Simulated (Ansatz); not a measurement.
# SiO2 (P4_32_12) in Ansatz: settings compared

One crystal, SiO2, is run at these levels: LDA, r2SCAN; tasks: band structure.

All numbers are computed with Ansatz 0.2.0; they aren't measurements. Logs are shortened: lines on timing, memory, paths and dates and some standing lists are left out, and cuts for length are marked.

### 1 The structure

It takes space group P4_32_12 (No. 96, tetragonal). The conventional cell has a = 4.976 Å, b = 4.976 Å, c = 6.901 Å, α = 90.00°, β = 90.00°, γ = 90.00°. Si (site symmetry 2) is surrounded by 4 O at 1.61 Å. O (site symmetry 1) has 2 Si at 1.61 Å as nearest neighbours.

The cell comes from a database or a generator and needn't be the stable form of this composition.

### 2 Band structure, LDA

File input.yaml:

```yaml
crystal:
  lattice:
    - [4.97558882, 0.0, 0.0]
    - [0.0, 4.97558882, 0.0]
    - [0.0, 0.0, 6.90088944]
  atoms:
    - { symbol: Si, position: [0.80324656, 0.80324656, 0.5] }
    - { symbol: Si, position: [0.69675344, 0.30324656, 0.25] }
    - { symbol: Si, position: [0.30324656, 0.69675344, 0.75] }
    - { symbol: Si, position: [0.19675344, 0.19675344, 0.0] }
    - { symbol: O, position: [0.76175763, 0.11038707, 0.43204156] }
    - { symbol: O, position: [0.88961293, 0.23824237, 0.06795844] }
    - { symbol: O, position: [0.11038707, 0.76175763, 0.56795844] }
    - { symbol: O, position: [0.26175763, 0.38961293, 0.81795844] }
    - { symbol: O, position: [0.23824237, 0.88961293, 0.93204156] }
    - { symbol: O, position: [0.73824237, 0.61038707, 0.31795844] }
    - { symbol: O, position: [0.38961293, 0.26175763, 0.18204156] }
    - { symbol: O, position: [0.61038707, 0.73824237, 0.68204156] }
hamiltonian:
  xc: lda
  pseudopotentials: { kind: paw }
kpoints:
  mp_grid: { grid: [6, 6, 4] }
  band_path:
    path:
      - [[0.0, 0.0, 0.0], [0.0, 0.5, 0.0], [0.5, 0.5, 0.0], [0.0, 0.0, 0.0], [0.0, 0.0, 0.5], [0.0, 0.5, 0.5], [0.5, 0.5, 0.5], [0.0, 0.0, 0.5]]
      - [[0.0, 0.5, 0.0], [0.0, 0.5, 0.5]]
      - [[0.5, 0.5, 0.0], [0.5, 0.5, 0.5]]
    npoints: 10
scf:
  occupations: { method: fermi_dirac, width: 0.05 }
  n_extra_bands: 30
output:
  forces: true
  stress: true
  eigenvalues: true
  fatbands: true
```

Potentials or basis: Ansatz PAW.

Launch:

```console
$ ansatz run input.yaml --threads 4 --pin off --max-ram 11264MiB --backend cpu --events-out ev --progress --plain --runs-dir out
```

Log:

```text
Warning: RAYON_NUM_THREADS=4 ignored (pool sized by the plan → 4); use --threads N
scf.n_extra_bands = 30 over 32 filled bands (N_el = 64.0): the run solves 62 bands
Engine: ansatz 0.2.0, aarch64-unknown-linux-gnu
Pseudopotentials: kind: paw
Pseudopotential: Si, paw, valence charge 4, recommended cutoff 420 eV (normal), Si.paw.azcp
Pseudopotential: O, paw, valence charge 6, recommended cutoff 420 eV (normal), O.paw.azcp
Functional definition: SPW92
  exchange = slater_x
  correlation = pw_c
Crystal: 12 atoms, lattice volume = 170.842 Å³
Basis set: ecut = 420 eV, 3355 PW (Γ)
Bands: 62, of which v1, the nominal top of the filled ones, is band 32 counted from 1 (31 counted from 0)
Symmetry: 8 space group operations
Space group: P43212 (ITA 96), of the structure as read, at distance tolerance 5.5e-5 Å
k-points: 30 of 144 (time reversal used)
Non-local potential: Si, projectors of the file, l = 0: 2, l = 1: 2, l = 2: 2
Non-local potential: O, projectors of the file, l = 0: 2, l = 1: 2, l = 2: 1
PAW form: soft (Blöchl's): semilocal exchange-correlation on the pseudo side does not see the compensation charge
PAW frozen core: Si, regenerated for the run's functional, and the local potential with it (the file was generated under x = pbe(κ = 0.804, μ = 0.2195149727645171), c = pbe(β = 0.06672455060314922))
PAW frozen core: O, regenerated for the run's functional, and the local potential with it (the file was generated under x = pbe(κ = 0.804, μ = 0.2195149727645171), c = pbe(β = 0.06672455060314922))
PAW one-centre angular grid: Si, 110 points (default); XC on 64 Gauss nodes
PAW one-centre angular grid: O, 110 points (default); XC on 64 Gauss nodes
Initial density: superposition of atomic densities (neutral atoms: chi_scale 0, normalization atom), corrected by the library's trained network
Initial wavefunctions: pseudopotential atomic-orbital guess
Functional: x = slater, c = lda
SCF iter   1: F=—  HF=-6890.801357 eV  |F-HF|=—  |Δ(HF+E_count)|=         —  Δρ=1.23e-2  dr2=2.30e-1  ethr=1.77e-3  ⟨swp⟩=6.0  Hψ=9474  notcnv=0  defer=409
preconditioner: auto → Resta (q_TF=auto, 2.316 Å⁻¹)  ε∞=2.4  [insulator: Δε(μ)=5.325 eV  Ē_g=19.228 eV  σ=0.050 eV  W_gap=1.00  n_scr=36 (ndim 8)  ℏωp=22.7 eV  f_vac=0.221  D(μ)=0.00/eV (n_scr^D=0)  ε∞_Penn≈2.4]
SCF iter   2: F=—  HF=-6890.737150 eV  |F-HF|=—  |Δ(HF+E_count)|=   6.42e-2  Δρ=3.55e-3  dr2=6.59e-3  ethr=3.60e-4  ⟨swp⟩=3.0  Hψ=3260  notcnv=0  defer=695
SCF iter   3: F=—  HF=-6890.734967 eV  |F-HF|=—  |Δ(HF+E_count)|=   2.18e-3  Δρ=1.46e-3  dr2=2.02e-3  ethr=1.03e-5  ⟨swp⟩=2.1  Hψ=1843  notcnv=0  defer=695
SCF iter   4: F=—  HF=-6890.734377 eV  |F-HF|=—  |Δ(HF+E_count)|=   5.90e-4  Δρ=4.41e-4  dr2=2.06e-4  ethr=3.15e-6  ⟨swp⟩=1.0  Hψ=1165  notcnv=0  defer=695
SCF iter   5: F=—  HF=-6890.734327 eV  |F-HF|=—  |Δ(HF+E_count)|=   5.04e-5  Δρ=6.28e-5  dr2=5.25e-6  ethr=3.23e-7  ⟨swp⟩=1.5  Hψ=1473  notcnv=0  defer=695
SCF iter   6: F=—  HF=-6890.734330 eV  |F-HF|=—  |Δ(HF+E_count)|=   3.39e-6  Δρ=7.47e-6  dr2=6.51e-8  ethr=1.56e-10  ⟨swp⟩=13.5  Hψ=12969  notcnv=0
SCF iter   7: F=-6890.734330 eV  HF=-6890.734330 eV  |F-HF|=4.42e-10  |Δ(HF+E_count)|=   1.91e-8  Δρ=7.85e-7  dr2=8.65e-10  ethr=1.02e-10  ⟨swp⟩=2.1  Hψ=4737  notcnv=0
SCF 1 converged in 7 iterations: F = -6890.734330 eV  dr2 = 8.65e-10
NSCF: frozen V_eff on 93 k-points
SCF converged after 7 iterations
Free energy (F): -6890.734330 eV
Harris-Foulkes:  -6890.734330 eV  (|F-HF|=4.42e-10)
Internal energy: -6890.734330 eV  (E = F + TS)
E sigma→0 (E₀):  -6890.734330 eV
Fermi energy:    3.895372 eV
--- Per-component energies (eV) ---
  E_band       = -368.247629
  E_kinetic    = 1600.732628
  E_local      = -4464.556612  (includes V_loc(G=0)·N_el)
  E_nonlocal   = 501.773450
  E_hartree    = 1625.331833
  E_xc         = -802.460653
  E_vxc        = -939.012820  (∫ρ·V_xc dr)
  E_paw        = -3132.040252  (= ΣΔE_a)
  E_vpaw       = -317.870417  (= ΣTr[D̂ρ^β])
  E_aug_tail   = 0.021265  (compensation charges beyond the density's cutoff)
  E_ewald      = -2220.648685
  E_core_change = 1.112695  (= ΣΔE_core)
  E_smearing   = -0.000000  (= −TS)
  E_closure    = -0.000000  (closes the sum)
  Σ components = -6890.734330   (vs F -6890.734330, Δ=0.00e0)
--- Forces (eV/Å), atoms counted from 1 ---
  atom   1  Si    -0.03214736    -0.03214736    -0.00000000
  atom   2  Si     0.03214736    -0.03214736    -0.00000000
  atom   3  Si    -0.03214736     0.03214736     0.00000000
  atom   4  Si     0.03214736     0.03214736     0.00000000
  atom   5  O      0.00121715    -0.04658053    -0.07548643
  atom   6  O      0.04658053    -0.00121715     0.07548643
  atom   7  O     -0.04658053     0.00121715     0.07548643
  atom   8  O      0.00121715     0.04658053     0.07548643
  atom   9  O     -0.00121715     0.04658053    -0.07548643
  atom  10  O     -0.00121715    -0.04658053     0.07548643
  atom  11  O      0.04658053     0.00121715    -0.07548643
  atom  12  O     -0.04658053    -0.00121715    -0.07548643
  max |Σ_I F_I| component: 3.47e-17 eV/Å
--- Stress (GPa, compression-positive) ---
       -1.627808       0.000000       0.000000
        0.000000      -1.627808       0.000000
        0.000000       0.000000      -1.499001
  P = ⅓ Tr σ = -1.5849 GPa (-15.849 kbar)
--- Band table (eV; the first three rows and the last of 30) ---
  k-point 0: bands = ["-18.1023", "-17.1676", "-17.1676", "-15.9537", "-15.9085", "-15.9076", "-15.8948", "-15.8948", "-8.4017", "-6.2752", "-6.2752", "-4.7196", "-4.5994", "-4.5994", "-4.1015", "-3.9283", "-1.9008", "-1.8815", "-1.8815", "-1.3115", "-1.1849", "-0.8988", "-0.6774", "-0.6521", "-0.6521", "-0.2001", "-0.2001", "-0.1675", "0.4229", "0.8049", "0.8049", "1.1153", "6.6040", "9.6773", "9.6773", "10.1833", "10.1833", "10.4830", "10.9823", "11.8837", "11.9835", "11.9835", "12.2711", "12.4427", "12.6288", "13.0401", "13.0401", "13.4906", "13.4906", "13.8569", "14.2748", "14.6325", "15.5616", "15.5616", "15.7172", "16.4145", "16.8144", "17.4447", "17.6456", "17.9200", "17.9200", "18.3889"]
  k-point 1: bands = ["-18.0368", "-17.5466", "-16.7511", "-16.0639", "-15.9063", "-15.9059", "-15.8980", "-15.8954", "-8.2217", "-7.0357", "-5.5851", "-4.8069", "-4.5771", "-4.4840", "-4.2094", "-4.0317", "-1.8448", "-1.8374", "-1.7572", "-1.2626", "-1.1185", "-0.8794", "-0.8334", "-0.7516", "-0.6884", "-0.5610", "-0.0381", "0.2394", "0.4664", "0.5986", "0.7793", "1.0006", "6.9592", "8.9685", "9.8946", "10.2735", "10.5144", "10.5974", "10.7714", "11.7386", "11.7748", "12.1253", "12.1386", "12.2361", "12.7559", "12.8872", "13.2955", "13.5153", "13.5784", "13.9124", "14.2361", "14.5822", "15.1520", "15.9303", "16.0673", "16.2721", "17.1614", "17.3654", "17.5490", "17.8072", "17.8684", "18.3014"]
  k-point 2: bands = ["-17.8459", "-17.8459", "-16.3568", "-16.3568", "-15.9027", "-15.9027", "-15.9001", "-15.9001", "-7.7290", "-7.7290", "-5.0839", "-5.0839", "-4.4219", "-4.4219", "-4.2654", "-4.2654", "-1.7883", "-1.7883", "-1.4451", "-1.4451", "-0.9828", "-0.9828", "-0.7962", "-0.7962", "-0.7870", "-0.7870", "0.2553", "0.2553", "0.5639", "0.5639", "0.7214", "0.7214", "7.8649", "7.8649", "10.2711", "10.2711", "10.5944", "10.5944", "11.3052", "11.3052", "11.4932", "11.4932", "12.3728", "12.3728", "12.8221", "12.8221", "13.1381", "13.1381", "14.2143", "14.2143", "14.5371", "14.5371", "15.0843", "15.0843", "16.4562", "16.4562", "17.4305", "17.4305", "17.4400", "17.4400", "18.2613", "18.2613"]
  k-point 29: bands = ["-17.1317", "-17.1317", "-17.1317", "-17.1317", "-15.9753", "-15.9753", "-15.9753", "-15.9753", "-6.3100", "-6.3100", "-6.3100", "-6.3100", "-3.9628", "-3.9628", "-3.9628", "-3.9628", "-1.9209", "-1.9209", "-1.9209", "-1.9209", "-1.1599", "-1.1599", "-1.1599", "-1.1599", "-0.2393", "-0.2393", "-0.2393", "-0.2393", "0.5045", "0.5045", "0.5045", "0.5045", "10.0822", "10.0822", "10.0822", "10.0822", "10.7066", "10.7066", "10.7066", "10.7066", "11.2261", "11.2261", "11.2261", "11.2261", "13.7377", "13.7377", "13.7377", "13.7377", "14.0707", "14.0707", "14.0707", "14.0707", "15.8600", "15.8600", "15.8600", "15.8600", "17.2986", "17.2986", "17.2986", "17.2986", "18.7972", "18.7972"]
```

Wall time 48 s (4 threads of Arm Neoverse V1, shared host); peak memory 0.79 GiB.

Results:

```yaml
Free_energy: -6890.7343 eV
Pressure: -1.6 GPa
Largest_force: 0.089 eV/Å
Band_gap_on_the_k_mesh: 5.49 eV, direct
Band_gap_along_the_path: 5.49 eV, direct
```

Forces on the atoms (eV/Å):
```
Si  -0.032 -0.032  0.000
Si   0.032 -0.032  0.000
Si  -0.032  0.032  0.000
Si   0.032  0.032  0.000
O    0.001 -0.047 -0.075
O    0.047 -0.001  0.075
O   -0.047  0.001  0.075
O    0.001  0.047  0.075
O   -0.001  0.047 -0.075
O   -0.001 -0.047  0.075
O    0.047  0.001 -0.075
O   -0.047 -0.001 -0.075
```

Levels at the corners of the path, in eV from the valence-band top:
| point | band 30 | band 31 | band 32 | band 33 | band 34 | band 35 |
| --- | --- | --- | --- | --- | --- | --- |
| Γ | -0.31 | -0.31 | 0.00 | 5.49 | 8.56 | 8.56 |
| X | -0.66 | -0.50 | -0.50 | 7.54 | 7.54 | 8.98 |
| M | -0.60 | -0.54 | -0.54 | 8.47 | 8.47 | 8.61 |
| Γ | -0.31 | -0.31 | 0.00 | 5.49 | 8.56 | 8.56 |
| Z | -0.55 | -0.39 | -0.39 | 6.75 | 6.75 | 9.16 |
| R | -0.93 | -0.18 | -0.18 | 7.89 | 7.89 | 8.70 |
| A | -0.61 | -0.61 | -0.61 | 8.97 | 8.97 | 8.97 |
| Z | -0.55 | -0.39 | -0.39 | 6.75 | 6.75 | 9.16 |
| X | -0.66 | -0.50 | -0.50 | 7.54 | 7.54 | 8.98 |
| R | -0.93 | -0.18 | -0.18 | 7.89 | 7.89 | 8.70 |
| M | -0.60 | -0.54 | -0.54 | 8.47 | 8.47 | 8.61 |
| A | -0.61 | -0.61 | -0.61 | 8.97 | 8.97 | 8.97 |

Caveat: the pressure holds a Pulay correction of +0.7 GPa for the finite cutoff; the PAW data sets come from PBE, with cores solved anew for the run's functional, which leaves a small shift of forces and pressure. LDA gaps usually lie below the measured ones, often by a third to a half.

### 3 Band structure, r2SCAN

Edit input.yaml of step 2 so:

```diff
@@ -19,3 +19,3 @@
 hamiltonian:
-  xc: lda
+  xc: r2scan
   pseudopotentials: { kind: paw }
@@ -36,2 +36,2 @@
   eigenvalues: true
-  fatbands: true
+  fatbands: false
```

Potentials or basis: Ansatz PAW.

Launch:

```console
$ ansatz run input.yaml --threads 4 --pin off --max-ram 11264MiB --backend cpu --events-out ev --progress --plain --runs-dir out
```

It took 47 s on 4 threads of Arm Neoverse V1, shared host; peak memory 1.2 GiB.

The run converged. Its results:

| Item | Value |
| --- | --- |
| Free energy | -7120.3051 eV |
| Pressure | 0.1 GPa |
| Largest force | 0.033 eV/Å |
| Band gap on the k mesh | 6.35 eV, direct |
| Band gap along the path | 6.35 eV, direct |

Forces on the atoms (eV/Å):
```
Si  -0.024 -0.024  0.000
Si   0.024 -0.024  0.000
Si  -0.024  0.024  0.000
Si   0.024  0.024  0.000
O    0.010  0.014 -0.007
O   -0.014 -0.010  0.007
O    0.014  0.010  0.007
O    0.010 -0.014  0.007
O   -0.010 -0.014 -0.007
O   -0.010  0.014  0.007
O   -0.014  0.010 -0.007
O    0.014 -0.010 -0.007
```

Levels at the corners of the path, in eV from the valence-band top:
| point | band 30 | band 31 | band 32 | band 33 | band 34 | band 35 |
| --- | --- | --- | --- | --- | --- | --- |
| Γ | -0.32 | -0.32 | 0.00 | 6.35 | 9.64 | 9.64 |
| X | -0.65 | -0.50 | -0.50 | 8.47 | 8.47 | 10.05 |
| M | -0.60 | -0.54 | -0.54 | 9.46 | 9.46 | 9.65 |
| Γ | -0.32 | -0.32 | 0.00 | 6.35 | 9.64 | 9.64 |
| Z | -0.55 | -0.39 | -0.39 | 7.65 | 7.65 | 10.33 |
| R | -0.94 | -0.19 | -0.19 | 8.92 | 8.92 | 9.63 |
| A | -0.61 | -0.61 | -0.61 | 9.99 | 9.99 | 9.99 |
| Z | -0.55 | -0.39 | -0.39 | 7.65 | 7.65 | 10.33 |
| X | -0.65 | -0.50 | -0.50 | 8.47 | 8.47 | 10.05 |
| R | -0.94 | -0.19 | -0.19 | 8.92 | 8.92 | 9.63 |
| M | -0.60 | -0.54 | -0.54 | 9.46 | 9.46 | 9.65 |
| A | -0.61 | -0.61 | -0.61 | 9.99 | 9.99 | 9.99 |

Caveat: the PAW data sets come from PBE, with cores solved anew for the run's functional, which leaves a small shift of forces and pressure.
